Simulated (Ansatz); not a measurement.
The elements of this relaxed trial crystal are hidden behind letters.

```
lattice vectors (Å)
   2.7292    0.0000    0.0000
  -1.3646    2.3635    0.0000
   0.0000    0.0000    4.3708
fractional positions
X 0.3333 0.6667 0.0000
Z 0.6667 0.3333 0.5000
```

All numbers below come from DFT PBE, scalar-relativistic, plane waves, PAW (Ansatz). Plane waves to 420 eV, a 24×24×12 mesh through Γ for the 2-atom cell and 0.10 eV Gaussian smearing; collinear spin.

- Space group: P-6m2 (No. 187)
- Conventional cell: a = 2.729 Å, c = 4.371 Å
- Volume per atom: 14.10 Å³
- Density: 14.78 g/cm³
- Formation energy: −0.11 eV/atom
- Gap on the 24×24×12 mesh of the 2-atom cell: 0 eV (a metal)
- Net moment per atom: 1.58 μB

Energies are uncorrected and count from the elements' standard states at the same level.

Question: X is a d-block element of period 4 and Z is a d-block element of period 6. Which elements are they?

Answer: X = Fe, Z = Pt, so the formula is FePt. Density times volume gives a mean mass of 14.78 × 14.10/1.6605 = 125.5 u per atom, and this set has 125.5 u. Fe is surrounded by 6 Pt at 2.69 Å and 6 Fe at 2.73 Å; around Pt lie 6 Fe at 2.69 Å and 6 Pt at 2.73 Å. Other sets within the hints have nearly the same mass, so mass alone doesn't settle it; this one was computed.

These runs have no spin–orbit coupling, which can matter for Pt. Another magnetic order may lie lower. Symmetry constrained the relaxation, so the result can be a saddle point. Another cell of FePt relaxed alike, in P4/mmm, lies 121 meV/atom lower, so this cell isn't the stable form at this level.
